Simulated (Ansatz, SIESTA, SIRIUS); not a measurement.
MgI2: programs and potentials compared

```
I Mg
1.0
     4.14000    0.00000    0.00000
    -2.07000    3.58535    0.00000
     0.00000    0.00000    6.88000
I Mg
2 1
Direct
  0.66667 0.33333 0.75000
  0.33333 0.66667 0.25000
  0.00000 0.00000 0.00000
```

Alike in all runs: task band structure; functional PBEsol; k mesh 8 × 8 × 4; occupations fermi-dirac, width 0.05 eV; no spin polarisation; no spin-orbit coupling. Pressure is positive in compression and, in plane waves, holds the error of the finite cutoff, which Ansatz's Pulay term estimates and takes out. Gaps are the smaller of the mesh's and the band path's.

```csv
program and potentials,plane-wave cutoff (eV),notes,band gap (eV),pressure (GPa),largest force (eV/Å)
"Ansatz, Ansatz PAW",420,"potentials made for PBE, which Ansatz adapts in part; 14.67 valence electrons an atom on average",3.41,-0.81,0.295
"SIRIUS, all-electron FP-LAPW, apw+lo standard",-,-,?,-,?
"SIESTA, files PseudoDojo sr-pbesol-0.4.1-standard, DZP (energy shift 0.003 Ry; two zetas on semicore shells)",-,atomic basis; 8 valence electrons an atom on average,3.47,-0.08,0.033
"Ansatz, all-electron LAPW, scalar-relativistic",-,-,3.44,-0.81,0.296
```

Problem. Estimate from the other rows what the run with SIRIUS, all-electron FP-LAPW, apw+lo standard gave.

Solution. Band gap 3.44 eV; largest force 0.291 eV/Å. The other rows, which needn't bracket it: band gap 3.41 to 3.47; pressure -0.81 to -0.08; largest force 0.033 to 0.296.
